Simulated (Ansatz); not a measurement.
All numbers below come from DFT PBE, scalar-relativistic, plane waves, PAW in Ansatz. Settings: cutoff 420 eV, Γ-centred meshes spaced at most about 0.3 Å⁻¹, and about 0.25 Å⁻¹ or finer for metals (2π included), Gaussian smearing. No spin polarisation in the final relaxations.

All energies are static (0 K, no zero-point motion). All come from trial cells, and lower structures may exist.

Question: These unrelaxed guesses for B are each relaxed within their symmetry. Order them by the energy at which they end, lowest first.
1.

```
CELL_PARAMETERS angstrom
2.14807 0.00000 0.00000
-1.07403 1.86028 0.00000
0.00000 0.00000 2.66449
ATOMIC_POSITIONS crystal
B 0.33333 0.66667 0.00000
B 0.66667 0.33333 0.00000
```

2.

```
CELL_PARAMETERS angstrom
2.22093 0.00000 0.00000
-1.11047 1.92338 0.00000
0.00000 0.00000 10.81594
ATOMIC_POSITIONS crystal
B 0.66667 0.33333 0.83063
B 0.33333 0.66667 0.66813
B 0.66667 0.33333 0.16813
B 0.33333 0.66667 0.00157
B 0.66667 0.33333 0.50157
B 0.33333 0.66667 0.33063
```

Answer: 2 (ends in P6_3/mmc, 0 meV/atom), 1 (ends in P6/mmm, 35 meV/atom).

Weakly bound directions are ill-defined at this level, which has no dispersion term (P6_3/mmc), and this can change margins and order among such cells. Cells relaxed within their symmetry can be saddle points. The part of the Crystallography Open Database at hand lists B in space groups No. 58, 134, 166; no cell shown has one of them. Some types were kept out of the candidates beforehand, so the set may lack a known form.
